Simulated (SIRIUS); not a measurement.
Pb: single point with PBE

The system is Pb.

```
CELL_PARAMETERS angstrom
-2.06690 2.05040 2.08125
1.99925 -1.93748 1.90067
1.99103 1.86160 -1.96833
ATOMIC_POSITIONS crystal
Pb 0.00466 0.99633 0.00314
```

The cell isn't the ideal one: cell strained at random.

```
Program             : SIRIUS 7.12.0
Task                : single point
Functional          : PBE
Potentials or basis : all-electron FP-LAPW
Cutoff              : 157 eV
Basis               : apw+lo standard
k mesh              : 9 × 9 × 9
Occupations         : fermi-dirac, width 0.05 eV
Spin                : no spin polarisation
```

```
Band gap on the k mesh                            : none (metal or under the smearing width)
All electrons inside the program's atomic spheres : Pb 79.99 (radii Pb 2.65 bohr)
```

Levels at points of the mesh, in eV from the Fermi level:
```
           k point  band 14  band 15  band 16  band 17  band 18  band 19  band 20  band 21  band 22  band 23
(0.00, 0.00, 0.00)   -17.08   -16.92   -16.90   -11.64     6.73     7.49     7.71    10.93    11.08    11.12
```

Wall time 110 s on 1 thread of Arm Neoverse V2, on a shared host, peak memory 0.95 GiB.

The run has no spin-orbit coupling, so splittings on Pb are missing.
